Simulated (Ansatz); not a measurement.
This As structure is the end of a relaxation. The cell was found from a structure generator's guess, not taken from experiment.

All numbers below come from Ansatz 0.2.0, DFT PBE, scalar-relativistic, plane waves, PAW. Cutoff 420 eV, Γ-centred mesh, Gaussian smearing, no spin polarisation.

```yaml
crystal:
  lattice:
    - [-3.48720, 3.48720, 2.61652]
    - [3.48720, -3.48720, 2.61652]
    - [3.48720, 3.48720, -2.61652]
  atoms:
    - { symbol: As, position: [0.00000, 0.00000, 0.00000] }
    - { symbol: As, position: [0.75000, 0.25000, 0.50000] }
    - { symbol: As, position: [0.37500, 0.62500, 0.75000] }
    - { symbol: As, position: [0.37500, 0.12500, 0.75000] }
    - { symbol: As, position: [0.37500, 0.62500, 0.25000] }
    - { symbol: As, position: [0.87500, 0.62500, 0.25000] }
```

Energies count from the standard state of As at the same level.

(1) What space group does it have?

(2) How far does it lie from the standard state of As?

(3) Is it a metal?

(4) From what recipe could a structure generator have reached it?

## Answers

(1) I4_1/amd (No. 141). Conventional cell: a = 6.974 Å, c = 5.233 Å. Around As on a site of symmetry -4m2 lie 4 As at 2.63 Å; around As on a site of symmetry 2/m lie 2 As at 2.63 Å and 4 As at 2.79 Å.

(2) +0.25 eV/atom. It lies above the standard state, so it could only be metastable.

(3) Yes, bands cross the Fermi level on the 10×10×10 mesh.

(4) One such recipe: 4-, 6-connected net of one element (I4_1/amd, No. 141). Other recipes can lead to the same cell.

The last run used a 10×10×10 mesh for its 6-atom cell and Gaussian smearing of 0.10 eV. The reference form of As is held partly by dispersion forces, which this level lacks. Symmetry constrained the relaxation, so the result can be a saddle point.
